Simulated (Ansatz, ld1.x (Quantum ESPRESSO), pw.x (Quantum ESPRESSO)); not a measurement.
Ta (Z = 73): does the TM potential hold in the solid?

Ta, norm-conserving Troullier–Martins (Kleinman–Bylander form), made with ld1.x (Quantum ESPRESSO) 7.5 (PBE, scalar-relativistic). Core [Xe] 4f14, reference 5d3 6s2 6p0. Waves: 6s (bound): rc 2.95 bohr; 6p (bound, empty): rc 3.70 bohr; 5d (bound): rc 2.55 bohr; 5f channel at -0.15 Ry: rc 3.30 bohr. Local part: all-electron potential smoothed inside 2.35 bohr (lloc = -1). Core correction: a·sin(br)/r model core inside 2.20 bohr.

Atomic tests: cutoffs needed: 25 Ry and 30 Ry (the cutoffs (Ry, on a coarse ladder) from which the occupation-weighted sum of valence levels, in a spherical-Bessel basis at the reference potential, stays within 10 and 1 mRy of its value at 400 Ry); ghost test: ghost state, extra bound levels that the all-electron valence spectrum of the same l lacks: s at -12.2 eV; a true bound ghost makes a file unfit for plane-wave use (spherical-Bessel basis up to 400 Ry, 20 bohr box); configuration tests: 1 of 7 tests not solved or not reliable.

Crystal test: diamond Ta in pw.x 7.5, no spin, 8³ k-points, Fermi–Dirac smearing 0.01 Ry, cutoffs 50/200 Ry. The reference is all-electron LAPW (Ansatz 0.2.0) with the same functional, mesh and smearing; V0 and B0 come from Birch–Murnaghan fits to the pressures at five volumes. Errors are pseudo minus all-electron; Δ is the rms difference of the E(V) curves that follow from these fits, minima aligned, over ±6 % about the mean V0. Mesh and smearing are coarse, so the numbers serve the comparison and aren't converged zero-temperature values; the lattice is a test structure that the element need not adopt.

All-electron: a0 = 6.108 Å (V0 = 28.49 Å³/atom), B0 = 68.6 GPa.

How far does the potential miss the all-electron equation of state?

mean pressure error (GPa): +8.42. The pressure does not cross zero within the volumes sampled, so no fit is given. The largest radius (3.70 bohr) exceeds half the bond length (2.50 bohr), so the spheres overlap, which is one possible source of error among others. This is a poor potential for the solid. Note: ghost state, extra bound levels that the all-electron valence spectrum of the same l lacks: s at -12.2 eV. A true bound ghost makes a file unfit for plane-wave use. Atomic configuration tests: 1 of 7 tests not solved or not reliable. The logarithmic derivative shows an extra or strongly shifted pseudo pole above the reference energy (p near 1.24 Ry).

| V (Å³/atom) | P all-electron (GPa) | P pseudo (GPa) |
| --- | --- | --- |
| 27.063 | 3.83 | 11.88 |
| 27.775 | 1.81 | 10.08 |
| 28.487 | -0.00 | 8.45 |
| 29.199 | -1.63 | 6.97 |
| 29.911 | -3.08 | 5.63 |

At the middle volume, how do free energy and pressure move when the wave cutoff is lowered (ecutrho kept at four times it)?

```
cutoff (Ry)  shift of F (meV/atom)  shift of P (GPa)
         22                  +72.6             -2.38
         30                   +2.4             -0.05
         40                   +0.9             -0.01
```

The run at the middle volume (29 k-points, 25 iterations) took about 32 s on one core of a shared host (Neoverse-V1, 32 threads, 247 GiB, load 24).
